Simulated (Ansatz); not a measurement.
A series in volume per atom on AlAs

All results are calculated (Ansatz 0.2.0). Periodic Kohn-Sham DFT of a crystal at fixed atoms; Kohn-Sham levels at symmetry points; band -1 is the highest filled and +1 the lowest empty one at that point, spin up along a +z start moment.

Cell of the first row (space group F-43m, No. 216):
```
cell vectors (Å)
   0.0000     2.7726     2.7726
   2.7726     0.0000     2.7726
   2.7726     2.7726     0.0000
atoms (fractions of the cell vectors)
Al  0.00000  0.00000  0.00000
As  0.75000  0.75000  0.75000
```

Settings of every row: method all-electron LAPW; functional PBE; relativity scalar; k mesh 10x10x10; filling fermi-dirac; smearing width 0.05 eV; basis error target 0.5 meV/atom; nucleus gaussian.

Atom start moment: 0 on all atoms.

Limits: semilocal functionals tend to give too small a gap; no spin-orbit coupling, which shifts gaps with heavier elements (AlAs).

```
row  volume per atom (Å³)  band gap (eV)  smallest direct gap on path (eV)
  1                21.314          1.331                             2.552
  2                21.768          1.371                              2.38
  3                22.221          1.408                             2.214
  4                22.448          1.426                             2.133
  5                22.675              ?                                 ?
  6                22.902          1.461                             1.975
  7                23.128          1.477                             1.898
  8                23.582          1.509                             1.747
  9                24.035          1.538                             1.601
```

Question: what band gap and smallest direct gap on path should row 5 give?

Worked fit of band gap. Take t = volume per atom − 23, in Å³. The shown rows have t = -1.686, -1.232, -0.779, -0.552, -0.098, 0.128, 0.582, 1.035. Least squares give band gap = 1.468 + 0.0729 × t − 0.00491 × t² eV; a straight line predicts inner rows, each left out in turn, worse (root mean square 0.0028 against 0.00033 eV). All shown rows lie on it to the printed digit. The withheld row has t = -0.325, so the fit gives 1.468 + 0.0729 × (-0.325) − 0.00491 × (-0.325)² = 1.444 eV.

The calculation gave 1.444 eV. The fit meets it to the printed digit.

Worked fit of smallest direct gap on path. Take t = volume per atom − 23, in Å³. The shown rows have t = -1.686, -1.232, -0.779, -0.552, -0.098, 0.128, 0.582, 1.035. Least squares give smallest direct gap on path = 1.9411 − 0.34116 × t + 0.01243 × t² eV; a straight line predicts inner rows, each left out in turn, worse (root mean square 0.0073 against 0.00042 eV). All shown rows lie on it to the printed digit. The withheld row has t = -0.325, so the fit gives 1.9411 − 0.34116 × (-0.325) + 0.01243 × (-0.325)² = 2.053 eV.

The calculation gave 2.053 eV. The fit meets it to the printed digit.
